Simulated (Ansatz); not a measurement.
CaF2:
```
CELL_PARAMETERS angstrom
      0.00000     2.71038     2.71038
      2.71038     0.00000     2.71038
      2.71038     2.71038     0.00000
ATOMIC_POSITIONS crystal
  Ca 0.00000 0.00000 0.00000
  F  0.25000 0.25000 0.25000
  F  0.75000 0.75000 0.75000
```

Relaxed with PBEsol.

**Question.** Decompose the optical modes at the zone centre into irreducible representations, and say which are infrared and Raman allowed.

**Answer.** Point group m-3m: Γ_opt = T1u + T2g. Infrared: T1u. Raman: T2g.

**Question.** Assign frequencies (DFPT, DFT-PBEsol in the program Ansatz with PAW potentials; without the LO–TO term).

**Answer.** T1u 249, T2g 319 cm⁻¹.

Space group Fm-3m (fluorite). Symmetry was held in the PBEsol relaxation; phonons on a q-mesh show no instability.

Potentials: the later of the program's two PAW sets.
